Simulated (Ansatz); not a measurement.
Pressure series in AlSb

Take AlSb in the zinc blende structure (space group F-43m, No. 216; a = 6.1570 Å) as the base.

Cell and atoms are relaxed at each pressure.

The values are results of DFT with PBEsol, PAW potentials and a 420 eV plane-wave cutoff in Ansatz (a quantum-chemistry and plane-wave program), no spin-orbit coupling, not measurements.

```tsv
pressure (GPa)	volume per atom (Å³/atom)
-2	30.400
-1	?
0	29.176
0.3	29.020
0.7	28.814
1.5	28.427
5	26.983
7.5	26.148
10	25.424
```

Task: Fit the third-order Birch–Murnaghan form P(V) = (3B₀/2)[(V₀/V)^(7/3) − (V₀/V)^(5/3)]·[1 + (3/4)(B₀′ − 4)((V₀/V)^(2/3) − 1)] (squares taken in P) to the rows shown and predict the withheld row.

Result: Least squares on the printed values gives V₀ = 29.183 Å³/atom, B₀ = 53.7 GPa, B₀′ = 4.3; this predicts 29.755 Å³/atom, and the run gives 29.759 Å³/atom, 0.004 higher.

Measured bulk modulus of AlSb: 58.2 GPa (temperature not stated; as listed in Cormac Toher et al., Physical Review Materials (2017)); the computed value is for a static lattice, so the two differ by thermal effects too.

Load acts through the strain it causes; cell and atoms are relaxed under it. Stability against distortions was not tested. Measured, AlSb leaves this structure (for a Cmcm phase) near 8.1 GPa (temperature not stated; as listed in Datta, Sujoy, Jana, Debnarayan, arXiv (2020)), on rising pressure, with hysteresis.
